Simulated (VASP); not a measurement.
# ZnO (zincite) (P6_3mc) in VASP: further runs

One crystal, ZnO (zincite), is run at these levels: LDA; tasks: single point, relaxation of cell and atoms.

Program: VASP 6.6.1. These are calculated values, not measurements. Logs are shortened: lines on timing, memory, paths and dates and some standing lists are left out, and cuts for length are marked.

**1. The crystal as given**

The structure is hexagonal, space group P6_3mc (No. 186). The conventional cell has a = 3.279 Å, b = 3.279 Å, c = 5.293 Å, α = 90.00°, β = 90.00°, γ = 120.00°. Zn (site symmetry 3m) has 4 O at 2.00 to 2.01 Å as nearest neighbours. O (site symmetry 3m) has 4 Zn at 2.00 to 2.01 Å as nearest neighbours.

**2. Single point, LDA (relaxed again under DFT LDA, scalar-relativistic, plane waves, PAW)**

Input file INCAR:

```
PREC = Accurate
ENCUT = 520
EDIFF = 1E-6
ISMEAR = 0
SIGMA = 0.02
LREAL = F
LASPH = T
NELM = 100
ALGO = Fast
ISIF = 2
LWAVE = F
LCHARG = T
GGA = CA
LELF = T
LVHAR = T
NBANDS = 26
```

Input file KPOINTS:

```
Automatic mesh
0
Gamma
  9 9 6
```

Input file POSCAR:

```
ZnO
1.0
    3.1870252631      0.0000000000      0.0000000000
   -1.5935126315      2.7600448403      0.0000000000
    0.0000000000      0.0000000000      5.1528276303
Zn O
2 2
Direct
    0.3333333333      0.6666666667      0.5003059383
    0.6666666667      0.3333333333      0.0003059383
    0.6666666667      0.3333333333      0.3787040617
    0.3333333333      0.6666666667      0.8787040617
```

Potentials or basis: VASP PAW LDA potentials, release 64 (Zn, O).

Launch:

```sh
> cat potpaw_LDA.64/Zn/POTCAR potpaw_LDA.64/O/POTCAR > POTCAR
> mpirun -np 1 vasp_std > vasp.out
```

OUTCAR:

```text
PREC = Accurate
   ENCUT = 520
   EDIFF = 1E-6
   ISMEAR = 0
   LREAL = F
   LASPH = T
   NELM = 100
   ISIF = 2
   GGA = CA

 ion  position               nearest neighbor table
   1  0.333  0.667  0.500-   3 1.94   3 1.94   3 1.94   4 1.95
   2  0.667  0.333  0.000-   4 1.94   4 1.94   4 1.94   3 1.95
   3  0.667  0.333  0.379-   1 1.94   1 1.94   1 1.94   2 1.95
   4  0.333  0.667  0.879-   2 1.94   2 1.94   2 1.94   1 1.95

  LATTYP: Found a hexagonal cell.
 ALAT       =     3.1870252631
 C/A-ratio  =     1.6168141778

  Lattice vectors:

 A1 = (   3.1870252631,   0.0000000000,   0.0000000000)
 A2 = (  -1.5935126315,   2.7600448403,   0.0000000000)
 A3 = (   0.0000000000,   0.0000000000,   5.1528276303)

Analysis of symmetry for initial positions (statically):
=====================================================================
 Subroutine PRICEL returns:
 Original cell was already a primitive cell.

 Routine SETGRP: Setting up the symmetry group for a
 hexagonal supercell.

 Subroutine GETGRP returns: Found 12 space group operations
 (whereof  6 operations were pure point group operations)
 out of a pool of 24 trial point group operations.

The static configuration has the point symmetry C_3v.
 The point group associated with its full space group is C_6v.

Analysis of symmetry for dynamics (positions and initial velocities):
=====================================================================
 Subroutine PRICEL returns:
 Original cell was already a primitive cell.

 Routine SETGRP: Setting up the symmetry group for a
 hexagonal supercell.

 Subroutine GETGRP returns: Found 12 space group operations
 (whereof  6 operations were pure point group operations)
 out of a pool of 24 trial point group operations.

The dynamic configuration has the point symmetry C_3v.
 The point group associated with its full space group is C_6v.

 Subroutine INISYM returns: Found 12 space group operations
 (whereof  6 operations are pure point group operations),
 and found     1 'primitive' translations

----------------------------------------------------------------------------------------

                                     Primitive cell

  volume of cell :      45.3260

  direct lattice vectors                    reciprocal lattice vectors
     3.187025263  0.000000000  0.000000000     0.313772223  0.181156477  0.000000000
    -1.593512632  2.760044840  0.000000000     0.000000000  0.362312954  0.000000000
     0.000000000  0.000000000  5.152827630     0.000000000  0.000000000  0.194068203

  length of vectors
     3.187025263  3.187025263  5.152827630     0.362312954  0.362312954  0.194068203

  position of ions in fractional coordinates (direct lattice)
     0.333333333  0.666666667  0.500305938
     0.666666667  0.333333333  0.000305938
     0.666666667  0.333333333  0.378704062
     0.333333333  0.666666667  0.878704062

  ion indices of the primitive-cell ions
   primitive index   ion index
                 1           1
                 2           2
                 3           3
                 4           4

----------------------------------------------------------------------------------------

 KPOINTS: Automatic mesh

Automatic generation of k-mesh.
 Grid dimensions read from file:
 generate k-points for:    9    9    6

 Generating k-lattice:

  Cartesian coordinates                     Fractional coordinates (reciprocal lattice)
     0.034863580  0.020128497  0.000000000     0.111111111  0.000000000  0.000000000
     0.000000000  0.040256995  0.000000000     0.000000000  0.111111111  0.000000000
     0.000000000  0.000000000  0.032344701     0.000000000  0.000000000  0.166666667

  Length of vectors
     0.040256995  0.040256995  0.032344701

  Shift w.r.t. Gamma in fractional coordinates (k-lattice)
     0.000000000  0.000000000  0.000000000

 Subroutine IBZKPT returns following result:
 ===========================================

 Found     48 irreducible k-points:

 Following reciprocal coordinates:
            Coordinates               Weight
  0.000000  0.000000  0.000000      1.000000
  0.111111  0.000000  0.000000      6.000000
  0.222222 -0.000000  0.000000      6.000000
  0.333333 -0.000000  0.000000      6.000000
  0.444444 -0.000000  0.000000      6.000000
  0.111111  0.111111  0.000000      6.000000
[... 16 lines left out ...]
  0.333333  0.222222  0.166667     24.000000
  0.333333  0.333333  0.166667      4.000000
 [... further k-points ...]
   k-points           NKPTS =     48   k-points in BZ     NKDIM =     48   number of bands    NBANDS=     26
   number of dos      NEDOS =    301   number of ions     NIONS =      4
   total plane-waves  NPLWV =  23040
   dimension x,y,z NGX =    24 NGY =   24 NGZ =   40
   dimension x,y,z NGXF=    48 NGYF=   48 NGZF=   80
   ions per type =               2   2
   NGX,Y,Z   is equivalent  to a cutoff of  12.52, 12.52, 12.91 a.u.
   NGXF,Y,Z  is equivalent  to a cutoff of  25.04, 25.04, 25.81 a.u.
 SYSTEM =  unknown system
   PREC   = accura    normal or accurate (medium, high low for compatibility)
   ISTART =      0    job   : 0-new  1-cont  2-samecut
   ICHARG =      2    charge: 1-file 2-atom 10-const
   ISPIN  =      1    spin polarized calculation?
   LNONCOLLINEAR =      F non collinear calculations
   LSORBIT =      F    spin-orbit coupling
   LASPH  =      T    aspherical Exc in radial PAW
   ENCUT  =  520.0 eV  38.22 Ry    6.18 a.u.   5.93  5.93  9.58*2*pi/ulx,y,z
   NELM   =    100;   NELMIN=  2; NELMDL= -5     # of ELM steps
   EDIFF  = 0.1E-05   stopping-criterion for ELM
   LREAL  =      F    real-space projection
   EDIFFG = 0.1E-04   stopping-criterion for IOM
   NSW    =      0    number of steps for IOM
   IBRION =     -1    ionic relax: 0-MD 1-quasi-New 2-CG
   NFREE  =      0    steps in history (QN), initial steepest desc. (CG)
   ISIF   =      2    stress and relaxation
   ISYM   =      2    0-nonsym 1-usesym 2-fastsym
   POTIM  = 0.5000    time-step for ionic-motion
   TEBEG  =    0.0;   TEEND  =   0.0 temperature during run
   PSTRESS=    0.0 pullay stress
   NELECT =      36.0000    total number of electrons
   NUPDOWN=      -1.0000    fix difference up-down
   EMIN   =  10.00;   EMAX   =-10.00  energy-range for DOS
   EFERMI =   0.00;   METHOD = LEGACY
   ISMEAR =     0;   SIGMA  =   0.02  broadening in eV -4-tet -1-fermi 0-gaus
   EFERMI_NEDOS =   21; number of points for ismear=-14 and -15
   IALGO  =     68    algorithm
   IMIX   =      4    mixing-type and parameters
     AMIX     =   0.40;   BMIX     =  1.00
     AMIX_MAG =   1.60;   BMIX_MAG =  1.00
  volume/ion in A,a.u.               =      11.33        76.47
  Fermi-wavevector in a.u.,A,eV,Ry     =   1.516096  2.865005 31.273614  2.298546
  Thomas-Fermi vector in A             =   2.625531
   LORBIT       =      0    0 simple, 1 ext, 2 COOP (PROOUT), +10 PAW based schemes
   GGA     = CA    functional components
   LHFCALC =     F    Hartree Fock is set to
   AEXX    =    0.0000 exact exchange contribution
   IVDW    =     0    specifies the selected vdW correction
   LEPSILON=     F    determine dielectric tensor
   LRPA    =     F    only Hartree local field effects (RPA)
 non-spin polarized calculation
 RMM-DIIS sequential band-by-band and
 Gauss-broadening in eV      SIGMA  =   0.02
  energy-cutoff  :      520.00
  volume of cell :       45.33
 maximum number of plane-waves:      1237
 NGX is ok and might be reduce to    24
   NGX = 11   NGY = 11   NGZ = 19

 number of electron      35.9999984 magnetization

 Free energy of the ion-electron system (eV)
  ---------------------------------------------------
  ext. energy  EPLUGINS =         0.00000000
  ---------------------------------------------------
  free energy    TOTEN  =       -21.15668501 eV

  energy without entropy =      -21.15668501  energy(sigma->0) =      -21.15668501

 E-fermi :   1.4973     XC(G=0): -11.7253

 val. band max:        1.3520251032   @ k =   0.0000   0.0000   0.0000
 cond. band min:       2.1604798210   @ k =   0.0000   0.0000   0.0000
 fundamental gap:      0.8084547178
 Fermi energy:         1.4973062096

 k-point     1 :       0.0000    0.0000    0.0000
  band No.  band energies     occupation
      1     -16.8724      2.00000
      2     -16.0295      2.00000
      3      -4.7735      2.00000
      4      -4.6806      2.00000
      5      -4.6806      2.00000
      6      -4.6427      2.00000
[... 18 lines left out ...]
     25      15.6634      0.00000
     26      15.6634      0.00000

 k-point     2 :       0.1111    0.0000    0.0000
  band No.  band energies     occupation
      1     -16.7934      2.00000
      2     -15.9938      2.00000
      3      -4.7811      2.00000
      4      -4.6547      2.00000
      5      -4.6387      2.00000
      6      -4.5982      2.00000
[... 18 lines left out ...]
     25      15.5767      0.00000
     26      15.8182      0.00000

 k-point     3 :       0.2222   -0.0000    0.0000
  band No.  band energies     occupation
      1     -16.5826      2.00000
      2     -15.9086      2.00000
      3      -4.9586      2.00000
      4      -4.5994      2.00000
      5      -4.5411      2.00000
      6      -4.4581      2.00000
[... 18 lines left out ...]
     25      14.8789      0.00000
     26      15.7712      0.00000

 k-point     4 :       0.3333   -0.0000    0.0000
  band No.  band energies     occupation
      1     -16.3131      2.00000
      2     -15.8282      2.00000
      3      -5.0664      2.00000
      4      -4.6736      2.00000
      5      -4.4533      2.00000
      6      -4.2656      2.00000
[... 18 lines left out ...]
     25      14.8397      0.00000
     26      15.6206      0.00000
[... 496 lines left out ...]
      1     -16.1555      2.00000
      2     -15.8278      2.00000
      3      -4.8904      2.00000
      4      -4.7933      2.00000
      5      -4.3785      2.00000
      6      -4.3354      2.00000
[... 18 lines left out ...]
     25      13.3019      0.00000
     26      16.6432      0.00000

 k-point    23 :       0.3333    0.2222    0.1667
  band No.  band energies     occupation
      1     -15.9811      2.00000
      2     -15.8201      2.00000
      3      -4.8161      2.00000
      4      -4.6164      2.00000
      5      -4.4172      2.00000
      6      -4.2170      2.00000
[... 18 lines left out ...]
     25      14.1026      0.00000
     26      15.7460      0.00000

 k-point    24 :       0.3333    0.3333    0.1667
  band No.  band energies     occupation
      1     -15.8696      2.00000
      2     -15.8696      2.00000
      3      -4.7352      2.00000
      4      -4.4472      2.00000
      5      -4.4472      2.00000
      6      -4.1191      2.00000
[... 18 lines left out ...]
     25      14.7311      0.00000
     26      16.0268      0.00000

 [... further k-points ...]

------------------------ aborting loop because EDIFF is reached ----------------------------------------

  FORCE on cell =-STRESS in cart. coord.  units (eV):
  Direction    XX          YY          ZZ          XY          YZ          ZX
  --------------------------------------------------------------------------------------
  -------------------------------------------------------------------------------------
  Total        0.3424737      0.3424737      0.3337237      0.0000000      0.0000000      0.0000000
  in kB       12.1057163     12.1057163     11.7964255      0.0000000      0.0000000      0.0000000
  external PRESSURE =      12.0026193 kB  Pullay stress =       0.0000000 kB

 VOLUME and BASIS-vectors are now :
 -----------------------------------------------------------------------------
  energy-cutoff  :      520.00
  volume of cell :       45.33
      direct lattice vectors                 reciprocal lattice vectors
     3.187025263  0.000000000  0.000000000     0.313772223  0.181156477  0.000000000
    -1.593512632  2.760044840  0.000000000     0.000000000  0.362312954  0.000000000
     0.000000000  0.000000000  5.152827630     0.000000000  0.000000000  0.194068203

 POSITION                                       TOTAL-FORCE (eV/Angst)
 -----------------------------------------------------------------------------------
     -0.00000      1.84003      2.57799         0.000000     -0.000000      0.001442
      1.59351      0.92001      0.00158        -0.000000      0.000000      0.001442
      1.59351      0.92001      1.95140        -0.000000      0.000000     -0.001442
     -0.00000      1.84003      4.52781         0.000000      0.000000     -0.001442
 -----------------------------------------------------------------------------------
    total drift:                                0.000001      0.000001     -0.000499

  FREE ENERGIE OF THE ION-ELECTRON SYSTEM (eV)
  ---------------------------------------------------
  free  energy   TOTEN  =       -21.1566850119 eV

  energy  without entropy=      -21.1566850119  energy(sigma->0) =      -21.15668501
```

Wall time 27 s (1 thread of Intel Xeon 6975P-C (Granite Rapids), shared host); peak memory 0.16 GiB.

What came out:

| Property | Result |
| --- | --- |
| Free energy | -21.1567 eV |
| Pressure | 1.2 GPa |
| Band gap on the k mesh | 0.81 eV, direct |

Levels at points of the mesh, in eV from the valence-band top:
| k point | band 15 | band 16 | band 17 | band 18 | band 19 | band 20 | band 21 | band 22 |
| --- | --- | --- | --- | --- | --- | --- | --- | --- |
| (0.00, 0.00, 0.00) | -0.86 | -0.10 | 0.00 | 0.00 | 0.81 | 5.29 | 8.20 | 12.97 |
| (0.00, 0.00, 0.50) | -0.43 | -0.43 | -0.43 | -0.43 | 3.49 | 3.49 | 10.06 | 10.06 |

**3. Relaxation of cell and atoms, LDA**

Input file INCAR:

```
  ALGO = Fast
  EDIFF = 1E-6
  EDIFFG = -0.005
  ENCUT = 600
  GGA = CA
  IBRION = 2
  ISIF = 3
  ISMEAR = 0
  LASPH = True
  LCHARG = False
  LREAL = False
  LWAVE = False
  NELM = 100
  NSW = 70
  PREC = Accurate
  SIGMA = 0.02
```

Input file KPOINTS:

```
k-points
0
Gamma
  9 9 6
```

Input file POSCAR:

```
ZnO
1.0
    3.2794860218      0.0000000000      0.0000000000
   -1.6397430109      2.8401182063      0.0000000000
    0.0000000000      0.0000000000      5.2932739833
Zn O
2 2
Direct
    0.3333333333      0.6666666667      0.4999685891
    0.6666666667      0.3333333333     -0.0000314109
    0.6666666667      0.3333333333      0.3790414109
    0.3333333333      0.6666666667      0.8790414109
```

Potentials or basis: VASP PAW LDA potentials, release 64 (Zn, O).

Launch:

```sh
> cat potpaw_LDA.64/Zn/POTCAR potpaw_LDA.64/O/POTCAR > POTCAR
> mpirun -np 1 vasp_std > vasp.out
```

Wall time 2.6 min (1 thread of Intel Xeon 6975P-C (Granite Rapids), shared host); peak memory 0.19 GiB.

It converged, with:

* Free energy: -21.1716 eV
* Relaxed volume: 11.40 Å³/atom
* Relaxed cell: a = 3.195 Å, b = 3.195 Å, c = 5.159 Å, α = 90.00°, β = 90.00°, γ = 120.00°
* Space group after relaxing (to 0.05 Å): P6_3mc (No. 186)
* Energy gained by relaxing: 32.7 meV/atom
* Ionic steps: 7
* Pressure after relaxing: 0.0 GPa
* Largest force after relaxing: 0.004 eV/Å
* Band gap on the k mesh: 0.80 eV, direct

Forces on the atoms (eV/Å):
```
Zn   0.000  0.000  0.004
Zn   0.000  0.000  0.004
O    0.000  0.000 -0.004
O    0.000  0.000 -0.004
```

Stress tensor (GPa, compression positive):
```
-0.05  0.00  0.00
 0.00 -0.05  0.00
 0.00  0.00  0.06
```

The path:
```
step  energy change (eV)  largest force (eV/Å)  pressure (GPa)  volume (Å³)
   1              0.0000                0.0040          -10.60        49.30
   2             -0.0873                0.0168            7.53        43.71
   3             -0.1307                0.0107           -0.07        45.62
   4             -0.1306                0.0110            0.15        45.55
   5             -0.1307                0.0033            0.00        45.62
   6             -0.1307                0.0030           -0.04        45.62
   7             -0.1307                0.0043           -0.01        45.62
```

Final structure:
```yaml
crystal:
  lattice:
    - [3.19534, 0.00000, 0.00000]
    - [-1.59767, 2.76725, 0.00000]
    - [0.00000, 0.00000, 5.15929]
  atoms:
    - { symbol: Zn, position: [0.33333, 0.66667, 0.50009] }
    - { symbol: Zn, position: [0.66667, 0.33333, 0.00009] }
    - { symbol: O, position: [0.66667, 0.33333, 0.37892] }
    - { symbol: O, position: [0.33333, 0.66667, 0.87892] }
```

Levels at points of the mesh, in eV from the valence-band top:
```
           k point  band 14  band 15  band 16  band 17  band 18  band 19  band 20  band 21  band 22
(0.00, 0.00, 0.00)    -0.85    -0.85    -0.10     0.00     0.00     0.80     5.27     8.19    12.92
(0.00, 0.00, 0.50)    -2.32    -0.42    -0.42    -0.42    -0.42     3.48     3.48    10.04    10.04
```

As with any semilocal functional, this LDA gap is likely too small. LDA usually gives volumes a few per cent too small.
